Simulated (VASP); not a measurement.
Crystal: W.

```
CELL_PARAMETERS angstrom
-1.58234 1.58234 1.58234
1.58234 -1.58234 1.58234
1.58234 1.58234 -1.58234
ATOMIC_POSITIONS crystal
W 0.00000 0.00000 0.00000
```

```yaml
Program: VASP 6.6.1
Task: relaxation of cell and atoms
Functional: PBE
Potentials_or_basis: VASP PAW PBE potentials, release 64 (W_sv)
Cutoff: 600 eV
k_mesh: 12 × 12 × 12
Occupations: fermi-dirac, width 0.05 eV
Spin: no spin polarisation
```

At the start: pressure 6.5 GPa; volume 15.85 Å³/atom.

**Question.** How do energy, volume and symmetry change on relaxing?

**Answer.** Over 4 steps the energy falls by 6.5 meV/atom and the volume is 16.18 Å³/atom (+2.1 %); space group Im-3m (No. 229, to 0.05 Å).

Step by step:
```
step  energy change (eV)  largest force (eV/Å)  pressure (GPa)  volume (Å³)
   1              0.0000                0.0000            6.49        15.85
   2              0.0671                0.0000          -18.65        17.37
   3             -0.0065                0.0000           -0.17        16.19
   4             -0.0065                0.0000           -0.01        16.18
```

Final structure:
```
W
1.0
    -1.59324    1.59324    1.59324
     1.59324   -1.59324    1.59324
     1.59324    1.59324   -1.59324
W
1
Direct
  0.00000 0.00000 0.00000
```
